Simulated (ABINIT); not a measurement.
Write the native input for ABINIT 10.8.3 (patched build) that does the following.

```yaml
Task: single point
Functional: PBE
Potentials_or_basis: JTH PAW PBE v2.0
Cutoff: 626 eV
k_mesh: 9 × 9 × 4
Occupations: fermi-dirac, width 0.05 eV
Spin: no spin polarisation
Fine-grid_cutoff: 1224.51 eV
```

The system is ZnO.

```
Zn O
1.0
     3.28797    0.00000    0.00000
    -1.64398    2.84746    0.00000
     0.00000    0.00000    7.13044
Zn O
2 2
Cartesian
  0.0000 0.0000 1.7826
  0.0000 0.0000 5.3478
  1.6440 0.9492 5.3478
  0.0000 1.8983 1.7826
```

Measurements of this composition are mostly on another form, of space group No. 186.

The input as run:

run.abi

```
# Pseudopotentials
pp_dirpath "./"
pseudos "Zn.GGA_PBE-JTH.xml, O.GGA_PBE-JTH.xml"

# Structure
acell 3.2879671587 3.2879671586 7.13044135 Angstrom
rprim
     1.0000000000     0.0000000000     0.0000000000
    -0.5000000000     0.8660254038     0.0000000000
     0.0000000000     0.0000000000     1.0000000000
ntypat 2
znucl 30 8
natom 4
typat 1 1 2 2
xcart
     0.0000000000     0.0000000000     1.7826103375
     0.0000000000     0.0000000000     5.3478310125
     1.6439835795     0.9491543620     5.3478310125
    -0.0000000001     1.8983087242     1.7826103375 Angstrom

# Plane-wave basis
ecut 23.0
pawecutdg 45.0
pawxcdev 0

# k points
kptopt 1
ngkpt 9 9 4
nshiftk 1
shiftk 0.0 0.0 0.0

# Exchange and correlation
ixc 11

# Bands and occupations
nband 22
occopt 3
tsmear 0.05 eV

# SCF cycle
nstep 100
tolvrs 1.0e-9

# Output
iomode 3
prtwf 0
prtden 0
prteig 0
prtebands 0
```

Potentials or basis: JTH PAW PBE v2.0.

Command:

```bash
$ abinit run.abi > log 2>&1
```

It gave:

| Quantity | Value |
| --- | --- |
| Pressure | -1.0 GPa |
| Band gap on the k mesh | 0.82 eV, direct |

Caveat: an odd mesh through Γ misses points on the zone boundary, where band edges often lie; the atomic spheres overlap.

Wall time 3.6 min on 1 thread of Arm Neoverse V2 (shared host), peak memory 0.17 GiB.
